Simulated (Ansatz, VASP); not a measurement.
## WS2 (Tungstenite): VASP beside Ansatz

Wanted: the spread between two codes on one cell, functional and k mesh. The cell is taken from a series of runs on this material, whose earlier steps may have relaxed, scaled, displaced or heated it; both programs get it as it stands. Other levels of theory on this material are compared in a session of their own.

Program: Ansatz 0.2.0. Level of theory: plane waves, with VASP 6.6.1 beside it; single point at PBE, single point at r2SCAN and single point at PBE, spin-orbit coupling. Results are calculated unless marked as measured.

### Step 1. Starting point

It takes space group P6_3/mmc (No. 194, hexagonal). Conventional cell: a = 3.153 Å, b = 3.153 Å, c = 12.323 Å, α = 90.00°, β = 90.00°, γ = 120.00°. Nearest to S lie 3 W at 2.40 Å. Nearest to W lie 6 S at 2.40 Å. Farther neighbours and most contacts between anions are not listed.

### Step 2. Ansatz: single point, PBE

Ansatz runs on its default PAW (the set named soft_2) files.

A single point gives forces, pressure and levels at one fixed geometry, so differences don't come from the geometry; what else differs is listed under the comparison.

Input file input.yaml:

```yaml
crystal:
  lattice:
    - [3.1532, 0.0, 0.0]
    - [-1.5766, 2.7307513032, 0.0]
    - [0.0, 0.0, 12.323]
  atoms:
    - { symbol: S, position: [0.0, 0.0, 0.0] }
    - { symbol: W, position: [0.3333333334, 0.6666666668, 0.1275] }
    - { symbol: S, position: [0.0, 0.0, 0.255] }
    - { symbol: S, position: [0.3333333334, 0.6666666668, 0.5000000003] }
    - { symbol: W, position: [0.0, 0.0, 0.6275000003] }
    - { symbol: S, position: [0.3333333334, 0.6666666668, 0.7550000003] }
hamiltonian:
  xc: pbe
kpoints:
  mp_grid: { grid: [10, 10, 4] }
scf:
  occupations: { method: fixed }
  convergence: { dr2_threshold: 1.0e-09 }
output:
  eigenvalues: true
checkpoint:
  write: pbe_cut.b.run
  compress: false
  write_wavefunctions: false
```

Run with:

```bash
$ ansatz run input.yaml --threads 2 --pin off --max-ram 4096MiB --backend cpu --events-out ev --progress --plain --runs-dir out
```

Numbers of over 12 decimals in the logs are rounded to 6 here.

Output:

```text
Engine: ansatz 0.2.0, x86_64-unknown-linux-gnu
Pseudopotentials: kind: paw
Pseudopotential: S, paw, valence charge 6, recommended cutoff 420 eV (normal), S.paw.azcp
Pseudopotential: W, paw, valence charge 14, recommended cutoff 420 eV (normal), W.paw.azcp
Functional definition: PBE
  parameter kappa = 0.804
  parameter beta = 0.066725
  exchange = pbe_x(kappa = kappa, mu = beta*pi^2/3)
  correlation = pbe_c(beta = beta)
Crystal: 6 atoms, lattice volume = 106.108 Å³
Basis set: ecut = 420 eV, 2057 PW (Γ)
Bands: 32, of which v1, the nominal top of the filled ones, is band 26 counted from 1 (25 counted from 0)
Symmetry: 24 space group operations
Space group: P63/mmc (ITA 194), of the structure as read, at distance tolerance 4.7e-5 Å
k-points: 42 of 400
Non-local potential: S, projectors of the file, l = 0: 2, l = 1: 2, l = 2: 2
Non-local potential: W, projectors of the file, l = 0: 3, l = 1: 2, l = 2: 2, l = 3: 1
PAW form: soft (Blöchl's): semilocal exchange-correlation on the pseudo side does not see the compensation charge
PAW one-centre angular grid: S, 110 points (default); XC on 64 Gauss nodes
PAW one-centre angular grid: W, 590 points (default); XC on 64 Gauss nodes
Initial density: superposition of atomic densities (neutral atoms: chi_scale 0, normalization atom), corrected by the library's trained network
Initial wavefunctions: pseudopotential atomic-orbital guess
Functional: x = pbe(κ = 0.804, μ = 0.219515), c = pbe(β = 0.066725)
SCF iter   1: F=—  HF=-24382.734367 eV  |F-HF|=—  |Δ(HF+E_count)|=         —  Δρ=5.20e-3  dr2=1.35e-2  ethr=1.77e-3  ⟨swp⟩=5.0  Hψ=5396  notcnv=0  defer=126
preconditioner: auto → Resta (q_TF=auto, 2.423 Å⁻¹)  ε∞=7.5  [insulator: Δε(μ)=1.043 eV  Ē_g=8.460 eV  n_scr=26 (ndim 8)  ℏωp=21.6 eV  f_vac=0.016  ε∞_Penn≈7.5]
SCF iter   2: F=—  HF=-24382.739286 eV  |F-HF|=—  |Δ(HF+E_count)|=   4.92e-3  Δρ=2.83e-3  dr2=2.34e-3  ethr=2.60e-5  ⟨swp⟩=2.1  Hψ=2281  notcnv=0  defer=162
SCF iter   3: F=—  HF=-24382.743196 eV  |F-HF|=—  |Δ(HF+E_count)|=   3.91e-3  Δρ=1.12e-3  dr2=4.35e-4  ethr=4.50e-6  ⟨swp⟩=2.1  Hψ=1952  notcnv=0  defer=164
SCF iter   4: F=—  HF=-24382.743909 eV  |F-HF|=—  |Δ(HF+E_count)|=   7.13e-4  Δρ=7.23e-5  dr2=8.63e-6  ethr=8.37e-7  ⟨swp⟩=2.0  Hψ=2074  notcnv=0  defer=164
SCF iter   5: F=—  HF=-24382.743914 eV  |F-HF|=—  |Δ(HF+E_count)|=   4.82e-6  Δρ=1.89e-5  dr2=4.41e-7  ethr=1.66e-8  ⟨swp⟩=2.0  Hψ=1912  notcnv=0  defer=66
SCF iter   6: F=—  HF=-24382.743914 eV  |F-HF|=—  |Δ(HF+E_count)|=   8.42e-8  Δρ=5.51e-6  dr2=4.55e-8  ethr=8.47e-10  ⟨swp⟩=2.1  Hψ=1889  notcnv=0  defer=59
SCF iter   7: F=—  HF=-24382.743914 eV  |F-HF|=—  |Δ(HF+E_count)|=   4.12e-8  Δρ=1.13e-6  dr2=2.57e-9  ethr=8.76e-11  ⟨swp⟩=2.0  Hψ=2039  notcnv=0  defer=59
SCF iter   8: F=-24382.743914 eV  HF=-24382.743914 eV  |F-HF|=5.09e-11  |Δ(HF+E_count)|=   1.80e-9  Δρ=1.87e-7  dr2=7.02e-11  ethr=1.92e-12  ⟨swp⟩=8.8  Hψ=4768  notcnv=0
SCF 1 converged in 8 iterations: F = -24382.743914 eV  dr2 = 7.02e-11
  greatest PAW one-centre occupation: 1.000 electrons in one spin orbital (limit 2), on the W atom at site 4 (counted from 0), in its partial waves of l = 0
SCF converged after 8 iterations
Free energy (F): -24382.743914 eV
Harris-Foulkes:  -24382.743914 eV  (|F-HF|=5.09e-11)
Internal energy: -24382.743914 eV  (E = F + TS)
E sigma→0 (E₀):  -24382.743914 eV
Fermi energy:    11.772817 eV
--- Per-component energies (eV) ---
  E_band       = -370.211170
  E_kinetic    = 1334.903681
  E_local      = -3493.841141  (includes V_loc(G=0)·N_el)
  E_nonlocal   = 114.811091
  E_hartree    = 1387.807091
  E_xc         = -925.294595
  E_vxc        = -831.406187  (∫ρ·V_xc dr)
  E_paw        = -19526.364975  (= ΣΔE_a)
  E_vpaw       = -270.293058  (= ΣTr[D̂ρ^β])
  E_aug_tail   = -0.000124  (compensation charges beyond the density's cutoff)
  E_ewald      = -3274.764942
  E_smearing   = -0.000000  (= −TS)
  E_closure    = 0.000000  (closes the sum)
  Σ components = -24382.743914   (vs F -24382.743914, Δ=0.00e0)
--- Band table (eV; the first three rows and the last of 42) ---
  k-point 0: bands = [... 22 lower, 9.5826, 10.2600, 10.5466, 11.7728, 14.0829, 14.0829, 14.0934, 14.0934, ... 2 higher]
  k-point 1: bands = [... 22 lower, 9.5747, 9.6448, 11.0312, 11.6962, 14.0799, 14.0799, 14.0802, 14.0802, ... 2 higher]
  k-point 2: bands = [... 22 lower, 9.5558, 9.5558, 11.4547, 11.4547, 14.0755, 14.0755, 14.0755, 14.0755, ... 2 higher]
  k-point 41: bands = [... 22 lower, 8.7638, 8.7638, 10.9706, 10.9706, 13.2600, 13.2600, 14.3840, 14.3840, ... 2 higher]
```

The column dr2 measures how far the density is from self-consistency, as an energy; F and HF (Harris–Foulkes) agree once it is small.

### Step 3. VASP: single point, PBE

The same cell, functional and mesh now go to VASP, with its own data sets.

Lines of VASP's logs that name or quote its potential files are left out, and so is its time.

Input file INCAR:

```
SYSTEM = WS2
PREC = Accurate
ENCUT = 520
EDIFF = 1E-06
NELM = 120
ISMEAR = 0
SIGMA = 0.01
LREAL = .FALSE.
ALGO = Normal
GGA = PE
NBANDS = 24
LASPH = .TRUE.
LORBIT = 11
LWAVE = .FALSE.
LCHARG = .FALSE.
ISIF = 2
GGA_COMPAT = .FALSE.
EFERMI = MIDGAP
KPAR = 2
```

Input file POSCAR:

```
WS2
1.0
    3.1532000000      0.0000000000      0.0000000000
   -1.5766000000      2.7307513032      0.0000000000
    0.0000000000      0.0000000000     12.3230000000
S W
4 2
Direct
    0.0000000001      0.0000000001      1.0000000000
    0.0000000001      0.0000000001      0.2550000000
    0.3333333335      0.6666666667      0.5000000000
    0.3333333335      0.6666666667      0.7550000000
    0.3333333335      0.6666666667      0.1275000000
    0.0000000001      0.0000000001      0.6275000000
```

Input file KPOINTS:

```
Automatic mesh
0
Gamma
10 10 4
0 0 0
```

PAW data sets: S and W (PBE family, release 64).

Run with:

```bash
$ mpirun -np 2 vasp_std
```

Output:

```text
[banner, memory and clock lines left out]
running    2 mpi-ranks, on    1 nodes
 distrk:  each k-point on    1 cores,    2 groups
 distr:  one band on    1 cores,    1 groups

 POSCAR found type information on POSCAR S W
 POSCAR found :  2 types and       6 ions
 LDA part: xc-table for (Slater+PW92), standard interpolation
 POSCAR, INCAR and KPOINTS ok, starting setup
 FFT: planning ... GRIDC
 FFT: planning ... GRID_SOFT
 FFT: planning ... GRID
 WAVECAR not read
 entering main loop
       N       E                     dE             d eps       ncg     rms          rms(c)
DAV:   1     0.179272620217E+03    0.17927E+03   -0.16105E+04  2016   0.131E+03
DAV:   2    -0.358844226372E+02   -0.21516E+03   -0.20706E+03  2736   0.282E+02
DAV:   3    -0.498574308947E+02   -0.13973E+02   -0.13875E+02  2736   0.676E+01
DAV:   4    -0.501404302875E+02   -0.28300E+00   -0.28238E+00  2736   0.108E+01
DAV:   5    -0.501475350830E+02   -0.71048E-02   -0.70998E-02  2744   0.154E+00    0.401E+01
DAV:   6    -0.477491849952E+02    0.23984E+01   -0.11032E+01  2944   0.166E+01    0.183E+01
DAV:   7    -0.474622361615E+02    0.28695E+00   -0.34707E+00  2720   0.107E+01    0.903E+00
DAV:   8    -0.473363158161E+02    0.12592E+00   -0.45685E-01  2808   0.432E+00    0.138E+00
DAV:   9    -0.473318745418E+02    0.44413E-02   -0.66746E-02  2728   0.142E+00    0.574E-01
DAV:  10    -0.473302655225E+02    0.16090E-02   -0.15632E-02  2880   0.719E-01    0.335E-01
DAV:  11    -0.473302447617E+02    0.20761E-04   -0.17713E-03  2808   0.255E-01    0.105E-01
DAV:  12    -0.473302648378E+02   -0.20076E-04   -0.39599E-04  2816   0.125E-01    0.543E-02
DAV:  13    -0.473302725215E+02   -0.76837E-05   -0.28098E-05  2720   0.310E-02    0.170E-02
DAV:  14    -0.473302721362E+02    0.38526E-06   -0.16332E-06  2024   0.755E-03
   1 F= -.47330272E+02 E0= -.47330272E+02  d E =0.000000E+00
```

OUTCAR, selected parts (step 3):

```text
ion  position               nearest neighbor table
   1  0.000  0.000  0.000-   5 2.40   5 2.40   5 2.40
   2  0.000  0.000  0.255-   5 2.40   5 2.40   5 2.40
   3  0.333  0.667  0.500-   6 2.40   6 2.40   6 2.40
   4  0.333  0.667  0.755-   6 2.40   6 2.40   6 2.40
   5  0.333  0.667  0.127-   1 2.40   2 2.40   1 2.40   2 2.40   1 2.40   2 2.40
   6  0.000  0.000  0.627-   3 2.40   4 2.40   3 2.40   4 2.40   3 2.40   4 2.40

  LATTYP: Found a hexagonal cell.
 ALAT       =     3.1532000000
 C/A-ratio  =     3.9080933655

 Subroutine GETGRP returns: Found 24 space group operations
 (whereof  6 operations were pure point group operations)

The static configuration has the point symmetry C_3v.
 The point group associated with its full space group is D_6h.

 Found     42 irreducible k-points:

   k-points           NKPTS =     42   k-points in BZ     NKDIM =     42   number of bands    NBANDS=     24

   dimension x,y,z NGX =    24 NGY =   24 NGZ =   96
   dimension x,y,z NGXF=    48 NGYF=   48 NGZF=  192

   ENCUT  =  520.0 eV  38.22 Ry    6.18 a.u.   5.86  5.86 22.91*2*pi/ulx,y,z

   NELECT =      36.0000    total number of electrons

 k-points in reciprocal lattice and weights: Automatic mesh
   0.00000000  0.00000000  0.00000000       0.003
   0.10000000 -0.00000000  0.00000000       0.015
   0.20000000 -0.00000000  0.00000000       0.015
   0.30000000 -0.00000000  0.00000000       0.015
   0.40000000 -0.00000000  0.00000000       0.015
   0.50000000  0.00000000  0.00000000       0.007
   0.10000000  0.10000000  0.00000000       0.015
   0.20000000  0.10000000  0.00000000       0.030
   0.30000000  0.10000000  0.00000000       0.030
[...]
0.40000000  0.20000000  0.50000000       0.015
   0.30000000  0.30000000  0.50000000       0.015

 average (electrostatic) potential at core
       1 -85.6973       2 -85.6973       3 -85.6973       4 -85.6973       5 -39.8896
       6 -39.8896

 E-fermi :   6.9227

 k-point     1 :       0.0000    0.0000    0.0000
  band No.  band energies     occupation
    ...
     14       4.2343      2.00000
     15       4.2343      2.00000
     16       4.9076      2.00000
     17       5.1779      2.00000
     18       6.3869      2.00000
     19       8.7275      0.00000
     20       8.7307      0.00000
     21       8.7411      0.00000
     22       8.7432      0.00000
     23       8.7756      0.00000
    ...

 k-point     2 :       0.1000   -0.0000    0.0000
  band No.  band energies     occupation
    ...
     14       3.9771      2.00000
     15       4.2238      2.00000
     16       5.0839      2.00000
     17       5.1931      2.00000
     18       6.0683      2.00000
     19       8.4717      0.00000
     20       8.5987      0.00000
     21       8.6132      0.00000
     22       8.6957      0.00000
     23       8.6982      0.00000
    ...

 k-point     3 :       0.2000   -0.0000    0.0000
  band No.  band energies     occupation
    ...
     14       3.5750      2.00000
     15       3.9806      2.00000
     16       4.7942      2.00000
     17       5.0512      2.00000
     18       5.2645      2.00000
     19       7.8244      0.00000
     20       8.3321      0.00000
     21       8.5699      0.00000
     22       8.6488      0.00000
     23       8.6591      0.00000
    ...

  Total        2.4222546      2.4222546      2.4778134      0.0000000      0.0000000      0.0000000
  in kB       36.5746562     36.5746562     37.4135632      0.0000000      0.0000000      0.0000000
  external PRESSURE =      36.8542919 kB  Pullay stress =       0.0000000 kB

  energy-cutoff  :      520.00
  volume of cell :      106.11
      direct lattice vectors                 reciprocal lattice vectors
     3.153200000  0.000000000  0.000000000     0.317138145  0.183099794  0.000000000
    -1.576600000  2.730751303  0.000000000     0.000000000  0.366199587  0.000000000
     0.000000000  0.000000000 12.323000000     0.000000000  0.000000000  0.081149071

 POSITION                                       TOTAL-FORCE (eV/Angst)
 -----------------------------------------------------------------------------------
      0.00000      0.00000      0.00000        -0.000000      0.000000     -0.057426
      0.00000      0.00000      3.14237         0.000000      0.000000      0.057426
      0.00000      1.82050      6.16150         0.000000      0.000000     -0.057426
      0.00000      1.82050      9.30387         0.000000     -0.000000      0.057426
      0.00000      1.82050      1.57118         0.000000     -0.000000     -0.000000
      0.00000      0.00000      7.73268         0.000000     -0.000000     -0.000000
 -----------------------------------------------------------------------------------
    total drift:                               -0.000000     -0.000000     -0.000001

  FREE ENERGIE OF THE ION-ELECTRON SYSTEM (eV)
  ---------------------------------------------------
  free  energy   TOTEN  =       -47.3302721362 eV

  energy  without entropy=      -47.3302721362  energy(sigma->0) =      -47.33027214

 total charge
# of ion       s       p       d       tot
------------------------------------------
    1        1.361   2.364   0.000   3.725
    2        1.361   2.364   0.000   3.725
    3        1.361   2.364   0.000   3.725
    4        1.361   2.364   0.000   3.725
    5        0.570   0.722   4.268   5.559
    6        0.570   0.722   4.268   5.559
--------------------------------------------------
tot          6.582  10.901   8.536  26.019

[... 3 further parts left out ...]
```

The run ends at a pressure of 3.69 GPa, with forces up to 0.057 eV/Å.

### Step 4. Differences

Known differences besides the potentials themselves: fixed occupations in Ansatz, narrow Gaussian smearing in VASP; the data sets hold 52 valence electrons in Ansatz (on its default PAW (the set named soft_2) files) and 36 in VASP; the cutoff is 420 eV in Ansatz and 520 eV in VASP. Total energies have different zeros and are not compared.

Both answers:

```csv
quantity,Ansatz,VASP,difference
gap on the k mesh (eV),1.048,1.072,-0.024
```

A gap on the mesh is an upper bound, since the band edges may lie between its points; neither run holds spin-orbit coupling, which can move the band edges of a compound of W.

### Step 5. VASP: single point, r2SCAN

A single point gives forces, pressure and levels at one fixed geometry, so differences don't come from the geometry; what else differs is listed under the comparison.

Input file INCAR:

```
SYSTEM = WS2
PREC = Accurate
ENCUT = 580
EDIFF = 1E-06
NELM = 120
ISMEAR = 0
SIGMA = 0.01
LREAL = .FALSE.
ALGO = Normal
METAGGA = R2SCAN
LASPH = .TRUE.
NBANDS = 24
LORBIT = 11
LWAVE = .FALSE.
LCHARG = .FALSE.
ISIF = 2
GGA_COMPAT = .FALSE.
EFERMI = MIDGAP
LMIXTAU = .TRUE.
KPAR = 2
```

POSCAR is that of step 3.

KPOINTS is that of step 3.

Run with:

```bash
$ mpirun -np 2 vasp_std
```

Output:

```text
[banner, memory and clock lines left out]
running    2 mpi-ranks, on    1 nodes
[...]
|                                                                             |
|               ----> ADVICE to this user running VASP <----                  |
|                                                                             |
|     You enforced a specific xc type in the INCAR file but a different       |
|     [... a line on the potential file left out ...]
|     I HOPE YOU KNOW WHAT YOU ARE DOING!                                     |
|                                                                             |

 LDA part: xc-table for (None), standard interpolation
 POSCAR, INCAR and KPOINTS ok, starting setup
[...]
entering main loop
       N       E                     dE             d eps       ncg     rms          rms(c)
DAV:   1     0.105927994659E+03    0.10593E+03   -0.17784E+04  2016   0.149E+03
DAV:   2    -0.129670431406E+03   -0.23560E+03   -0.22604E+03  2720   0.308E+02
DAV:   3    -0.146679216755E+03   -0.17009E+02   -0.16880E+02  2760   0.758E+01
DAV:   4    -0.147032295605E+03   -0.35308E+00   -0.35231E+00  2720   0.123E+01
[...]
DAV:  19    -0.140301331542E+03   -0.99482E-05   -0.58220E-06  2392   0.210E-02    0.467E-03
DAV:  20    -0.140301330435E+03    0.11071E-05   -0.85366E-07  1472   0.890E-03    0.263E-03
DAV:  21    -0.140301330452E+03   -0.17434E-07   -0.21739E-07  1408   0.418E-03
   1 F= -.14030133E+03 E0= -.14030133E+03  d E =0.000000E+00
```

From OUTCAR (step 5):

```text
  Total        1.4325308      1.4325308      0.4117043      0.0000000      0.0000000      0.0000000
  in kB       21.6303945     21.6303945      6.2164987      0.0000000      0.0000000      0.0000000
  external PRESSURE =      16.4924292 kB  Pullay stress =       0.0000000 kB

 POSITION                                       TOTAL-FORCE (eV/Angst)
 -----------------------------------------------------------------------------------
      0.00000      0.00000      0.00000        -0.000000      0.000000      0.206351
      0.00000      0.00000      3.14237        -0.000000      0.000000     -0.206351
      0.00000      1.82050      6.16150        -0.000000     -0.000000      0.206351
      0.00000      1.82050      9.30387         0.000000      0.000000     -0.206351
      0.00000      1.82050      1.57118         0.000000     -0.000000     -0.000000
      0.00000      0.00000      7.73268        -0.000000      0.000000     -0.000000
 -----------------------------------------------------------------------------------
    total drift:                               -0.000000     -0.000000      0.000004

  FREE ENERGIE OF THE ION-ELECTRON SYSTEM (eV)
  ---------------------------------------------------
  free  energy   TOTEN  =      -140.3013304521 eV

  energy  without entropy=     -140.3013304521  energy(sigma->0) =     -140.30133045

[... 1 part as in an earlier step ...]

[... 2 further parts left out ...]
[key lines of the parts left out:]
E-fermi :   6.8397
```

The run ends at a pressure of 1.65 GPa, with forces up to 0.21 eV/Å.

### Step 6. Ansatz: single point, r2SCAN

The same cell, functional and mesh now go to Ansatz, which takes its cutoff from its data sets.

The cell is taken from a series of runs on this material, whose earlier steps may have relaxed, scaled, displaced or heated it; both programs get it as it stands.

Changes to input.yaml since step 2:

```diff
@@ -13,3 +13,3 @@
 hamiltonian:
-  xc: pbe
+  xc: r2scan
 kpoints:
@@ -22,3 +22,3 @@
 checkpoint:
-  write: pbe_cut.b.run
+  write: r2scan.b.run
   compress: false
```

Run with:

```bash
$ ansatz run input.yaml --threads 2 --pin off --max-ram 4096MiB --backend cpu --events-out ev --progress --plain --runs-dir out
```

Output:

```text
[...]
Crystal: 6 atoms, lattice volume = 106.108 Å³
Basis set: ecut = 500 eV, 2685 PW (Γ), exchange–correlation on 96×96×360 points (64 copies of the dense FFT grid, shifted against one another)
Bands: 32, of which v1, the nominal top of the filled ones, is band 26 counted from 1 (25 counted from 0)
Symmetry: 24 space group operations
[...]
k-points: 42 of 400
[...]
--- Band table (eV; the first three rows and the last of 42) ---
  k-point 0: bands = [... 22 lower, 9.3155, 10.0063, 10.3862, 11.6497, 14.1130, 14.1130, 14.1246, 14.1246, ... 2 higher]
  k-point 1: bands = [... 22 lower, 9.3073, 9.3972, 10.8634, 11.5668, 14.1050, 14.1050, 14.1092, 14.1092, ... 2 higher]
  k-point 2: bands = [... 22 lower, 9.2874, 9.2874, 11.3083, 11.3083, 14.1026, 14.1026, 14.1026, 14.1026, ... 2 higher]
  k-point 41: bands = [... 22 lower, 8.4615, 8.4615, 10.7966, 10.7966, 13.2189, 13.2189, 14.4192, 14.4192, ... 2 higher]
[key lines of the parts left out:]
SCF converged after 8 iterations
Free energy (F): -24423.244610 eV
Fermi energy:    11.649733 eV
```

### Step 7. Differences

What differs besides the data sets and the points named for the pairs above, as far as they apply: VASP keeps PBE cores, Ansatz makes them for the functional; the data sets hold 52 valence electrons in Ansatz (on its default PAW (the set named soft_2) files) and 36 in VASP; the cutoff is 500 eV in Ansatz and 580 eV in VASP. Total energies have different zeros and are not compared.

The two programs side by side:

```csv
quantity,Ansatz,VASP,difference
gap on the k mesh (eV),1.156,1.175,-0.019
```

A gap on the mesh is an upper bound, since the band edges may lie between its points; neither run holds spin-orbit coupling, which can move the band edges of a compound of W.

(Continued in part 2 of 2.)

[Lines on the potential files, build, host, timing and source positions are cut from VASP's logs without a mark.]

[Logs are printed without paths, hosts, clocks, repeated set-up lines and the standing remarks that a program may print on its own settings, such as how far it seeks lower states.]

[Hosts, paths, dates, database ids (printed as entryN), source tags and the programs' standing remarks are cut or masked in the printed files.]
